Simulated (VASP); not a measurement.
# Tl (P6_3/mmc) in VASP: further runs, part 2 of 8

VASP 6.6.1. Earlier steps stand in the parts before.

### Step 3. Equation of state, PBEsol, 27.72 Å³/atom

Contents of INCAR:

```
SYSTEM = Tl
ADDGRID  = .False.      
ALGO     = Normal         ! electronic algorithm
EDIFF    = 1E-8           ! SCF threshold, eV
ENCUT    = 900            ! plane-wave cutoff, eV
GGA      = PS             ! functional
ISIF     = 2              ! what is computed and relaxed
ISMEAR   = 1              ! smearing method
LASPH    = .True.         ! aspherical terms in the spheres
LCHARG   = .False.        ! write CHGCAR
LREAL    = .False.        ! projectors in reciprocal space
LWAVE    = .False.        ! write WAVECAR
NELM     = 100            ! most SCF steps
PREC     = Accurate       ! precision mode
SIGMA    = 0.05           ! smearing width, eV
```

Contents of KPOINTS:

```
k-points
0
Gamma
  15 15 8
  0 0 0
```

Contents of POSCAR:

```
Tl
1.0
    3.4210885222      0.0000000000      0.0000000000
   -1.7105442611      2.9627495688      0.0000000000
    0.0000000000      0.0000000000      5.4691881034
Tl
2
Direct
    0.6666666667      0.3333333333      0.7500000000
    0.3333333333      0.6666666667      0.2500000000
```

Potentials or basis: VASP PAW PBE potentials, release 64 (Tl_d).

The run is started by

```console
$ cat potpaw_PBE.64/Tl_d/POTCAR > POTCAR
$ mpirun -np 1 vasp_std > vasp.out
```

OUTCAR:

```text
SYSTEM = Tl
   EDIFF = 1E-8
   ENCUT = 900
   GGA = PS
   ISIF = 2
   ISMEAR = 1
   LASPH = .True.
   LREAL = .False.
   NELM = 100
   PREC = Accurate

 ion  position               nearest neighbor table
   1  0.667  0.333  0.750-   2 3.37   2 3.37   2 3.37   2 3.37   2 3.37   2 3.37
   2  0.333  0.667  0.250-   1 3.37   1 3.37   1 3.37   1 3.37   1 3.37   1 3.37

  LATTYP: Found a hexagonal cell.
 ALAT       =     3.4210885222
 C/A-ratio  =     1.5986689815

  Lattice vectors:

 A1 = (   3.4210885222,   0.0000000000,   0.0000000000)
 A2 = (  -1.7105442611,   2.9627495688,   0.0000000000)
 A3 = (   0.0000000000,   0.0000000000,   5.4691881034)

Analysis of symmetry for initial positions (statically):
=====================================================================
 Subroutine PRICEL returns:
 Original cell was already a primitive cell.

 Routine SETGRP: Setting up the symmetry group for a
 hexagonal supercell.

 Subroutine GETGRP returns: Found 24 space group operations
 (whereof 12 operations were pure point group operations)
 out of a pool of 24 trial point group operations.

The static configuration has the point symmetry D_3d.
 The point group associated with its full space group is D_6h.

Analysis of symmetry for dynamics (positions and initial velocities):
=====================================================================
 Subroutine PRICEL returns:
 Original cell was already a primitive cell.

 Routine SETGRP: Setting up the symmetry group for a
 hexagonal supercell.

 Subroutine GETGRP returns: Found 24 space group operations
 (whereof 12 operations were pure point group operations)
 out of a pool of 24 trial point group operations.

The dynamic configuration has the point symmetry D_3d.
 The point group associated with its full space group is D_6h.

[... 108 lines left out ...]
   PSTRESS=    0.0 pullay stress
   NELECT =      26.0000    total number of electrons
   NUPDOWN=      -1.0000    fix difference up-down
   EMIN   =  10.00;   EMAX   =-10.00  energy-range for DOS
   EFERMI =   0.00;   METHOD = LEGACY
   ISMEAR =     1;   SIGMA  =   0.05  broadening in eV -4-tet -1-fermi 0-gaus
   EFERMI_NEDOS =   21; number of points for ismear=-14 and -15
   IALGO  =     38    algorithm
   IMIX   =      4    mixing-type and parameters
     AMIX     =   0.40;   BMIX     =  1.00
     AMIX_MAG =   1.60;   BMIX_MAG =  1.00
  volume/ion in A,a.u.               =      27.72       187.05
  Fermi-wavevector in a.u.,A,eV,Ry     =   1.271955  2.403647 22.012468  1.617871
  Thomas-Fermi vector in A             =   2.404860
   LORBIT       =      0    0 simple, 1 ext, 2 COOP (PROOUT), +10 PAW based schemes
   GGA     = PS    functional components
   LHFCALC =     F    Hartree Fock is set to
   AEXX    =    0.0000 exact exchange contribution
   IVDW    =     0    specifies the selected vdW correction
   LEPSILON=     F    determine dielectric tensor
   LRPA    =     F    only Hartree local field effects (RPA)
 non-spin polarized calculation
 Methfessel and Paxton  Order N= 1 SIGMA  =   0.05
  energy-cutoff  :      900.00
  volume of cell :       55.43
 maximum number of plane-waves:      3429
 NGX is ok and might be reduce to    36
   NGX = 17   NGY = 17   NGZ = 27

 number of electron      25.9999999 magnetization

 Free energy of the ion-electron system (eV)
  ---------------------------------------------------
  ext. energy  EPLUGINS =         0.00000000
  ---------------------------------------------------
  free energy    TOTEN  =        -5.25277877 eV

  energy without entropy =       -5.25268398  energy(sigma->0) =       -5.25274717

 E-fermi :   6.7260     XC(G=0): -10.5237

 val. band max:        6.7124705476   @ k =   0.4000   0.0667   0.2500
 cond. band min:       6.7572937820   @ k =   0.2000   0.2000   0.2500
 fundamental gap:      0.0448232344
 Fermi energy:         6.7260023669

 k-point     1 :       0.0000    0.0000    0.0000
  band No.  band energies     occupation
      1      -5.1062      2.00000
      2      -4.8406      2.00000
      3      -4.8154      2.00000
      4      -4.8154      2.00000
      5      -4.7562      2.00000
      6      -4.7562      2.00000
[... 457 lines left out ...]
      4      -4.8258      2.00000
      5      -4.6799      2.00000
      6      -4.5978      2.00000
[... 9 lines left out ...]
     16       8.7327      0.00000
     17      10.6199      0.00000

 [... further k-points ...]
[... 5 lines left out ...]
  --------------------------------------------------------------------------------------
  -------------------------------------------------------------------------------------
  Total        0.5032483      0.5032483      0.3010464      0.0000000      0.0000000      0.0000000
  in kB       14.5449006     14.5449006      8.7008559      0.0000000      0.0000000      0.0000000
  external PRESSURE =      12.5968857 kB  Pullay stress =       0.0000000 kB

 VOLUME and BASIS-vectors are now :
 -----------------------------------------------------------------------------
  energy-cutoff  :      900.00
  volume of cell :       55.43
      direct lattice vectors                 reciprocal lattice vectors
     3.421088522  0.000000000  0.000000000     0.292304626  0.168762154  0.000000000
    -1.710544261  2.962749569  0.000000000     0.000000000  0.337524309  0.000000000
     0.000000000  0.000000000  5.469188103     0.000000000  0.000000000  0.182842495

 POSITION                                       TOTAL-FORCE (eV/Angst)
 -----------------------------------------------------------------------------------
      1.71054      0.98758      4.10189         0.000000      0.000000      0.000000
     -0.00000      1.97517      1.36730        -0.000000     -0.000000      0.000000
 -----------------------------------------------------------------------------------
    total drift:                               -0.000000      0.000000      0.000000

  FREE ENERGIE OF THE ION-ELECTRON SYSTEM (eV)
  ---------------------------------------------------
  free  energy   TOTEN  =        -5.2527787721 eV

  energy  without entropy=       -5.2526839761  energy(sigma->0) =       -5.25274717
```

stdout:

```text
POSCAR found type information on POSCAR Tl
 POSCAR found :  1 types and       2 ions
 scaLAPACK will be used
 -----------------------------------------------------------------------------
|                                                                             |
|                                                                             |
|     You enforced a specific xc type in the INCAR file but a different       |
|     I HOPE YOU KNOW WHAT YOU ARE DOING!                                     |
|                                                                             |
 -----------------------------------------------------------------------------

 LDA part: xc-table for (Slater+PW92), standard interpolation
 POSCAR, INCAR and KPOINTS ok, starting setup
 FFT: planning ... GRIDC
 FFT: planning ... GRID_SOFT
 FFT: planning ... GRID
 WAVECAR not read
 entering main loop
```

Run time: 2 min. Hardware: 1 thread of AMD EPYC 9R45 (Zen 5), shared host; peak memory 0.38 GiB.

What came out:

- Free energy: -5.2528 eV
- Pressure: 1.3 GPa
- Band gap on the k mesh: none (metal or under the smearing width)

Caveat: the PAW data sets were made with another functional, which shifts forces and pressure a little.

### Step 4. Equation of state, PBEsol, 29.43 Å³/atom

INCAR is that of step 3.

KPOINTS is that of step 3.

Contents of POSCAR:

```
Tl
1.0
    3.4902200473      0.0000000000      0.0000000000
   -1.7451100236      3.0226192258      0.0000000000
    0.0000000000      0.0000000000      5.5797065281
Tl
2
Direct
    0.6666666667      0.3333333333      0.7500000000
    0.3333333333      0.6666666667      0.2500000000
```

The run is started by

```console
$ cat potpaw_PBE.64/Tl_d/POTCAR > POTCAR
$ mpirun -np 1 vasp_std > vasp.out
```

Wall time 2.3 min (1 thread of AMD EPYC 9R45 (Zen 5), shared host); peak memory 0.4 GiB.

The run converged. Its results:

* Free energy: -5.2542 eV
* Pressure: -1.0 GPa
* Band gap on the k mesh: none (metal or under the smearing width)

Caveat: the PAW data sets were made with another functional, which shifts forces and pressure a little.

### Step 5. Equation of state, PBEsol, 27.72 Å³/atom

INCAR, as its differences from that of step 4:

```diff
@@ -3,4 +3,4 @@
 ALGO     = Normal         ! electronic algorithm
-EDIFF    = 1E-8           ! SCF threshold, eV
-ENCUT    = 900            ! plane-wave cutoff, eV
+EDIFF    = 1E-6           ! SCF threshold, eV
+ENCUT    = 250            ! plane-wave cutoff, eV
 GGA      = PS             ! functional
@@ -14,2 +14,2 @@
 PREC     = Accurate       ! precision mode
-SIGMA    = 0.05           ! smearing width, eV
+SIGMA    = 0.1            ! smearing width, eV
```

Contents of KPOINTS:

```
k-points
0
Gamma
  2 2 1
  0 0 0
```

Contents of POSCAR:

```
Tl
1.0
    3.4210885222      0.0000000000      0.0000000000
   -1.7105442611      2.9627495688      0.0000000000
    0.0000000000      0.0000000000      5.4691881034
Tl
2
Direct
    0.6666666667      0.3333333333      0.7500000000
    0.3333333333      0.6666666667      0.2500000000
```

The run is started by

```console
$ cat potpaw_PBE.64/Tl_d/POTCAR > POTCAR
$ mpirun -np 1 vasp_std > vasp.out
```

It took 2.2 s on 1 thread of AMD EPYC 9R45 (Zen 5), shared host; peak memory 0.09 GiB.

The run converged, but some of its settings lie outside the range that counts as converged, so its numbers aren't taken as properties of the crystal.

What came out:

```yaml
Free_energy: -4.8538 eV
```

Caveat: the k mesh is coarse (spacing up to 1.15 Å⁻¹), so the values aren't converged; the cutoff is under 1.25 times the usual one of these potentials, so pressure, stress and relaxed cells hold a basis-set (Pulay) error; the mesh shows a gap though the element is a metal; the PAW data sets were made with another functional, which shifts forces and pressure a little.

### Step 6. Equation of state, PBEsol, 29.43 Å³/atom

INCAR is that of step 5.

KPOINTS is that of step 5.

Contents of POSCAR:

```
Tl
1.0
    3.4902200473      0.0000000000      0.0000000000
   -1.7451100236      3.0226192258      0.0000000000
    0.0000000000      0.0000000000      5.5797065281
Tl
2
Direct
    0.6666666667      0.3333333333      0.7500000000
    0.3333333333      0.6666666667      0.2500000000
```

Potentials or basis: VASP PAW PBE potentials, release 64 (Tl_d).

The run is started by

```console
$ cat potpaw_PBE.64/Tl_d/POTCAR > POTCAR
$ mpirun -np 1 vasp_std > vasp.out
```

Run time: 2.3 s. Hardware: 1 thread of AMD EPYC 9R45 (Zen 5), shared host; peak memory 0.09 GiB.

The run converged, but some of its settings lie outside the range that counts as converged, so its numbers aren't taken as properties of the crystal.

Results:

| Item | Value |
| --- | --- |
| Free energy | -5.0377 eV |

Caveat: the k mesh is coarse (spacing up to 1.13 Å⁻¹), so the values aren't converged; the cutoff is under 1.25 times the usual one of these potentials, so pressure, stress and relaxed cells hold a basis-set (Pulay) error; the mesh shows a gap though the element is a metal; the PAW data sets were made with another functional, which shifts forces and pressure a little.

### Step 7. Equation of state, PBEsol, 27.72 Å³/atom

INCAR, as its differences from that of step 6:

```diff
@@ -4,3 +4,3 @@
 EDIFF    = 1E-6           ! SCF threshold, eV
-ENCUT    = 250            ! plane-wave cutoff, eV
+ENCUT    = 350            ! plane-wave cutoff, eV
 GGA      = PS             ! functional
```

KPOINTS is that of step 6.

Contents of POSCAR:

```
Tl
1.0
    3.4210885222      0.0000000000      0.0000000000
   -1.7105442611      2.9627495688      0.0000000000
    0.0000000000      0.0000000000      5.4691881034
Tl
2
Direct
    0.6666666667      0.3333333333      0.7500000000
    0.3333333333      0.6666666667      0.2500000000
```

The run is started by

```console
$ cat potpaw_PBE.64/Tl_d/POTCAR > POTCAR
$ mpirun -np 1 vasp_std > vasp.out
```

Run time: 2.7 s. Hardware: 1 thread of AMD EPYC 9R45 (Zen 5), shared host; peak memory 0.11 GiB.

These settings aren't checked as converged: the numbers below hold their error.

What came out:

| Property | Result |
| --- | --- |
| Free energy | -4.8347 eV |
| Pressure | 10.2 GPa |

Caveat: the k mesh is coarse (spacing up to 1.15 Å⁻¹), so the values aren't converged; the mesh shows a gap though the element is a metal; the PAW data sets were made with another functional, which shifts forces and pressure a little.

### Step 8. Equation of state, PBEsol, 29.43 Å³/atom

INCAR is that of step 7.

KPOINTS is that of step 7.

Contents of POSCAR:

```
Tl
1.0
    3.4902200473      0.0000000000      0.0000000000
   -1.7451100236      3.0226192258      0.0000000000
    0.0000000000      0.0000000000      5.5797065281
Tl
2
Direct
    0.6666666667      0.3333333333      0.7500000000
    0.3333333333      0.6666666667      0.2500000000
```

The run is started by

```console
$ cat potpaw_PBE.64/Tl_d/POTCAR > POTCAR
$ mpirun -np 1 vasp_std > vasp.out
```

Run time: 2.6 s. Hardware: 1 thread of AMD EPYC 9R45 (Zen 5), shared host; peak memory 0.11 GiB.

The run converged, but some of its settings lie outside the range that counts as converged, so its numbers aren't taken as properties of the crystal.

Results:

- Free energy: -5.0191 eV
- Pressure: 6.3 GPa

Caveat: the k mesh is coarse (spacing up to 1.13 Å⁻¹), so the values aren't converged; the mesh shows a gap though the element is a metal; the PAW data sets were made with another functional, which shifts forces and pressure a little.

### Step 9. Equation of state, PBEsol, 27.72 Å³/atom

INCAR, as its differences from that of step 8:

```diff
@@ -4,3 +4,3 @@
 EDIFF    = 1E-6           ! SCF threshold, eV
-ENCUT    = 350            ! plane-wave cutoff, eV
+ENCUT    = 400            ! plane-wave cutoff, eV
 GGA      = PS             ! functional
```

KPOINTS is that of step 8.

Contents of POSCAR:

```
Tl
1.0
    3.4210885222      0.0000000000      0.0000000000
   -1.7105442611      2.9627495688      0.0000000000
    0.0000000000      0.0000000000      5.4691881034
Tl
2
Direct
    0.6666666667      0.3333333333      0.7500000000
    0.3333333333      0.6666666667      0.2500000000
```

Potentials or basis: VASP PAW PBE potentials, release 64 (Tl_d).

The run is started by

```console
$ cat potpaw_PBE.64/Tl_d/POTCAR > POTCAR
$ mpirun -np 1 vasp_std > vasp.out
```

It took 2.7 s on 1 thread of AMD EPYC 9R45 (Zen 5), shared host; peak memory 0.11 GiB.

The run converged, but some of its settings lie outside the range that counts as converged, so its numbers aren't taken as properties of the crystal.

What came out:

| Item | Value |
| --- | --- |
| Free energy | -4.8332 eV |
| Pressure | 10.7 GPa |

Caveat: the k mesh is coarse (spacing up to 1.15 Å⁻¹), so the values aren't converged; the mesh shows a gap though the element is a metal; the PAW data sets were made with another functional, which shifts forces and pressure a little.

### Step 10. Equation of state, PBEsol, 29.43 Å³/atom

INCAR is that of step 9.

KPOINTS is that of step 9.

Contents of POSCAR:

```
Tl
1.0
    3.4902200473      0.0000000000      0.0000000000
   -1.7451100236      3.0226192258      0.0000000000
    0.0000000000      0.0000000000      5.5797065281
Tl
2
Direct
    0.6666666667      0.3333333333      0.7500000000
    0.3333333333      0.6666666667      0.2500000000
```

The run is started by

```console
$ cat potpaw_PBE.64/Tl_d/POTCAR > POTCAR
$ mpirun -np 1 vasp_std > vasp.out
```

Wall time 2.7 s (1 thread of AMD EPYC 9R45 (Zen 5), shared host); peak memory 0.11 GiB.

The run converged, but some of its settings lie outside the range that counts as converged, so its numbers aren't taken as properties of the crystal.

Results:

```yaml
Free_energy: -5.0203 eV
Pressure: 6.8 GPa
```

Caveat: the k mesh is coarse (spacing up to 1.13 Å⁻¹), so the values aren't converged; the mesh shows a gap though the element is a metal; the PAW data sets were made with another functional, which shifts forces and pressure a little.

### Step 11. Equation of state, PBEsol, 27.72 Å³/atom

INCAR, as its differences from that of step 10:

```diff
@@ -4,3 +4,3 @@
 EDIFF    = 1E-6           ! SCF threshold, eV
-ENCUT    = 400            ! plane-wave cutoff, eV
+ENCUT    = 450            ! plane-wave cutoff, eV
 GGA      = PS             ! functional
```

KPOINTS is that of step 10.

Contents of POSCAR:

```
Tl
1.0
    3.4210885222      0.0000000000      0.0000000000
   -1.7105442611      2.9627495688      0.0000000000
    0.0000000000      0.0000000000      5.4691881034
Tl
2
Direct
    0.6666666667      0.3333333333      0.7500000000
    0.3333333333      0.6666666667      0.2500000000
```

The run is started by

```console
$ cat potpaw_PBE.64/Tl_d/POTCAR > POTCAR
$ mpirun -np 1 vasp_std > vasp.out
```

Wall time 2.8 s (1 thread of AMD EPYC 9R45 (Zen 5), shared host); peak memory 0.12 GiB.

The run converged, but some of its settings lie outside the range that counts as converged, so its numbers aren't taken as properties of the crystal.

Results:

| Item | Value |
| --- | --- |
| Free energy | -4.8337 eV |
| Pressure | 10.8 GPa |

Caveat: the k mesh is coarse (spacing up to 1.15 Å⁻¹), so the values aren't converged; the mesh shows a gap though the element is a metal; the PAW data sets were made with another functional, which shifts forces and pressure a little.

### Step 12. Equation of state, PBEsol, 29.43 Å³/atom

INCAR is that of step 11.

KPOINTS is that of step 11.

Contents of POSCAR:

```
Tl
1.0
    3.4902200473      0.0000000000      0.0000000000
   -1.7451100236      3.0226192258      0.0000000000
    0.0000000000      0.0000000000      5.5797065281
Tl
2
Direct
    0.6666666667      0.3333333333      0.7500000000
    0.3333333333      0.6666666667      0.2500000000
```

Potentials or basis: VASP PAW PBE potentials, release 64 (Tl_d).

The run is started by

```console
$ cat potpaw_PBE.64/Tl_d/POTCAR > POTCAR
$ mpirun -np 1 vasp_std > vasp.out
```

Run time: 3.1 s. Hardware: 1 thread of AMD EPYC 9R45 (Zen 5), shared host; peak memory 0.11 GiB.

These settings aren't checked as converged: the numbers below hold their error.

Results:

```yaml
Free_energy: -5.0202 eV
Pressure: 6.8 GPa
```

Caveat: the k mesh is coarse (spacing up to 1.13 Å⁻¹), so the values aren't converged; the mesh shows a gap though the element is a metal; the PAW data sets were made with another functional, which shifts forces and pressure a little.

### Step 13. Equation of state, PBEsol, 27.72 Å³/atom

INCAR, as its differences from that of step 12:

```diff
@@ -4,3 +4,3 @@
 EDIFF    = 1E-6           ! SCF threshold, eV
-ENCUT    = 450            ! plane-wave cutoff, eV
+ENCUT    = 550            ! plane-wave cutoff, eV
 GGA      = PS             ! functional
```

KPOINTS is that of step 12.

Contents of POSCAR:

```
Tl
1.0
    3.4210885222      0.0000000000      0.0000000000
   -1.7105442611      2.9627495688      0.0000000000
    0.0000000000      0.0000000000      5.4691881034
Tl
2
Direct
    0.6666666667      0.3333333333      0.7500000000
    0.3333333333      0.6666666667      0.2500000000
```

The run is started by

```console
$ cat potpaw_PBE.64/Tl_d/POTCAR > POTCAR
$ mpirun -np 1 vasp_std > vasp.out
```

It took 3.5 s on 1 thread of AMD EPYC 9R45 (Zen 5), shared host; peak memory 0.13 GiB.

These settings aren't checked as converged: the numbers below hold their error.

What came out:

* Free energy: -4.8333 eV
* Pressure: 10.7 GPa

Caveat: the k mesh is coarse (spacing up to 1.15 Å⁻¹), so the values aren't converged; the mesh shows a gap though the element is a metal; the PAW data sets were made with another functional, which shifts forces and pressure a little.

### Step 14. Equation of state, PBEsol, 29.43 Å³/atom

INCAR is that of step 13.

KPOINTS is that of step 13.

Contents of POSCAR:

```
Tl
1.0
    3.4902200473      0.0000000000      0.0000000000
   -1.7451100236      3.0226192258      0.0000000000
    0.0000000000      0.0000000000      5.5797065281
Tl
2
Direct
    0.6666666667      0.3333333333      0.7500000000
    0.3333333333      0.6666666667      0.2500000000
```

The run is started by

```console
$ cat potpaw_PBE.64/Tl_d/POTCAR > POTCAR
$ mpirun -np 1 vasp_std > vasp.out
```

It took 3.9 s on 1 thread of AMD EPYC 9R45 (Zen 5), shared host; peak memory 0.14 GiB.

The run converged, but some of its settings lie outside the range that counts as converged, so its numbers aren't taken as properties of the crystal.

Results:

| Quantity | Value |
| --- | --- |
| Free energy | -5.0198 eV |
| Pressure | 6.8 GPa |

Caveat: the k mesh is coarse (spacing up to 1.13 Å⁻¹), so the values aren't converged; the mesh shows a gap though the element is a metal; the PAW data sets were made with another functional, which shifts forces and pressure a little.

(Continued in part 3 of 8.)
